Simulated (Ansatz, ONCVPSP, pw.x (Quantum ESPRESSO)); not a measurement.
Ta: one change to the ONCV potential, in the atom and in the fcc crystal

| Item | Value |
| --- | --- |
| Element | Ta |
| Generator | ONCVPSP 4.0.1.1 (patched build) |
| Type | optimised norm-conserving Vanderbilt (ONCV) |
| Functional | PBE |
| Relativity | scalar-relativistic |
| Frozen core | [Kr] 4d10 4f14 |
| Valence charge | 13 |
| Reference configuration | 5s2 5p6 5d3 (charge +2) |
| Partial waves | 5s: rc 1.60 bohr, ncon 4, nbas 8, qcut 7.1 1/bohr, 1 projector; 5p: rc 2.10 bohr, ncon 3, nbas 6, qcut 5.4 1/bohr, 1 projector; 5d: rc 1.95 bohr, ncon 4, nbas 8, qcut 4.9 1/bohr, 2 projectors, debl 2.2 Ha |
| Local potential | polynomial inside 1.60 bohr (lpopt 2, dvloc0 2 Ha) |
| Core correction | Teter function, fcfact 6, rcfact 1.2 |

Change: core correction Teter function, fcfact 6, rcfact 2.08.

Cutoffs, loose and tight: the cutoffs (Ha) at which the residual kinetic energy of the hardest occupied pseudo-wave falls to 1 and 0.1 mHa per electron. They do not see the model core or the augmentation charge, which bear on the density cutoff. Test errors are all-electron minus pseudo excitation energies from the reference, over the configurations 5s2 5p6 5d3 6s2; 5s2 5p6 5d3 6s1; 5s2 5p6 5d2; 5s1 5p6 5d3 6s2; variants that change the core or the reference have their own tests.

Crystal test: fcc Ta in pw.x 7.5, no spin, 13³ k-points, Fermi–Dirac smearing 0.01 Ry, cutoffs set for each file from its atomic test. The reference is all-electron LAPW (Ansatz 0.2.0) with the same functional, mesh and smearing; V0 and B0 come from Birch–Murnaghan fits to the pressures at five volumes. Errors are pseudo minus all-electron; Δ is the rms difference of the E(V) curves that follow from these fits, minima aligned, over ±6 % about the mean V0. Mesh and smearing are coarse, so the numbers serve the comparison and aren't converged zero-temperature values; the lattice is a test structure that the element need not adopt.

All-electron: a0 = 4.224 Å (V0 = 18.84 Å³/atom), B0 = 188.4 GPa.

Q: Does the change bring the crystal closer to the all-electron result?

A: The mean pressure error goes from -5.96 to +31.73 GPa, so the change moves the solid further from the all-electron pressures.

```tsv
quantity	base	changed
outcome (atom)	generated	generated
cutoff, loose (atom)	20 Ha	20 Ha
cutoff, tight (atom)	47 Ha	47 Ha
bound ghosts (atom)	none	none
largest test error (meV) (atom)	+669	+229
cutoffs in pw.x (Ry)	110/440	110/440
a0 (Å)	4.178	–
a0 error (%)	-1.10	–
B0 error (%)	+1.8	–
Δ (meV/atom)	25.6	–
mean pressure error (GPa)	-5.96	+31.73
```

A dash: not determined, or the minimum lies outside the volumes sampled.

Base: This is a poor potential for the solid. Changed file: This is a poor potential for the solid.
